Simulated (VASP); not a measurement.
The input files of a VASP run:

POSCAR:
```
Sb2Te3
10.6939820
  0.1977898411   0.1141940392   0.9735701818
 -0.1977898411   0.1141940392   0.9735701818
  0.0000000000  -0.2283880785   0.9735701818
Sb Te
2 3
direct
  0.5975610000   0.6049830000   0.6096340000
  0.4013130000   0.3872180000   0.3978250000
  0.7895350000   0.7785430000   0.7816630000
  0.2222230000   0.2157820000   0.2132430000
 -0.0106320000   0.0134740000  -0.0023650000
```

INCAR:
```
SYSTEM = Sb2Te3
PREC = Accurate
ENCUT = 300
EDIFF = 1E-6
NELM = 100
ALGO = Normal
LREAL = .FALSE.
LASPH = .TRUE.
ISMEAR = 0
SIGMA = 0.05
GGA = PE
LMAXMIX = 4
LWAVE = .FALSE.
LCHARG = .FALSE.
ISIF = 2
```

### KPOINTS
```
Automatic mesh
0
Gamma
4 4 4
0 0 0
```

POTCAR, in this order: Sb Te (PBE.64 set). Program: vasp_std.

Write an equivalent input for Quantum ESPRESSO's pw.x.

One equivalent input (not run):
```
&CONTROL
  calculation = 'scf'
  pseudo_dir = './pseudo'
  outdir = './out'
  tprnfor = .true.
  tstress = .true.
/
&SYSTEM
  ibrav = 0
  nat = 5
  ntyp = 2
  ecutwfc = 82.3
  occupations = 'smearing'
  smearing = 'gaussian'
  degauss = 0.003675
  input_dft = 'pbe'
/
&ELECTRONS
  conv_thr = 7.3e-08
  electron_maxstep = 100
/
ATOMIC_SPECIES
  Sb 121.760 Sb.upf
  Te 127.600 Te.upf
CELL_PARAMETERS angstrom
     2.1151610    1.2211890   10.4113420
    -2.1151610    1.2211890   10.4113420
     0.0000000   -2.4423780   10.4113420
ATOMIC_POSITIONS crystal
  Sb   0.5975610  0.6049830  0.6096340
  Sb   0.4013130  0.3872180  0.3978250
  Te   0.7895350  0.7785430  0.7816630
  Te   0.2222230  0.2157820  0.2132430
  Te  -0.0106320  0.0134740 -0.0023650
K_POINTS automatic
  4 4 4 0 0 0
```
The two are equivalent in intent, not identical: the potentials are each code's own (VASP's PAW set, PseudoDojo norm-conserving files in pw.x), so ENCUT and ecutwfc are chosen apart and not converted; conv_thr bounds pw.x's estimated SCF error, while EDIFF bounds the energy change between steps.

The structure comes from a computed database's Sb2Te3 entry; how it stands against other phases isn't given here. The cell was not relaxed at this level, atoms are displaced from their ideal sites. The k-mesh is coarse (spacing up to 0.43 per Å, 2π included), so the numbers may not be converged in it.
